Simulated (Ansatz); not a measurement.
**Lattice vibrations of Ag at Γ**

Method: DFT PBE, scalar-relativistic, plane waves, PAW in Ansatz 0.2.0. Cutoff 420 eV, 18×18×10 k-points (Γ-centred), Fermi-Dirac smearing of 0.15 eV. No spin polarisation. Phonons by linear response, acoustic sum rule imposed.

Relaxed structure:
```yaml
crystal:
  lattice:
    - [2.93066, 0.00000, 0.00000]
    - [-1.46533, 2.53803, 0.00000]
    - [0.00000, 0.00000, 4.80934]
  atoms:
    - { symbol: Ag, position: [0.33333, 0.66667, 0.25000] }
    - { symbol: Ag, position: [0.66667, 0.33333, 0.75000] }
```

In a metal, frequencies and elastic constants depend on the k mesh and the smearing, soft modes and shear constants most.

(1) Is this structure stable against zone-centre distortions?

(2) List the optical modes at Γ (i marks imaginary ones).

Answers

(1) Yes, at Γ: no optical mode is imaginary. Strains and other wave vectors aren't tested by this run.

(2)
```tsv
frequency (cm⁻¹)	degeneracy
64	2
156	1
```

This form isn't the element's structure at ambient conditions.

Cost: 1 run of about 0.87 core-minutes, on Intel Xeon 6975P-C (Granite Rapids) (shared hosts).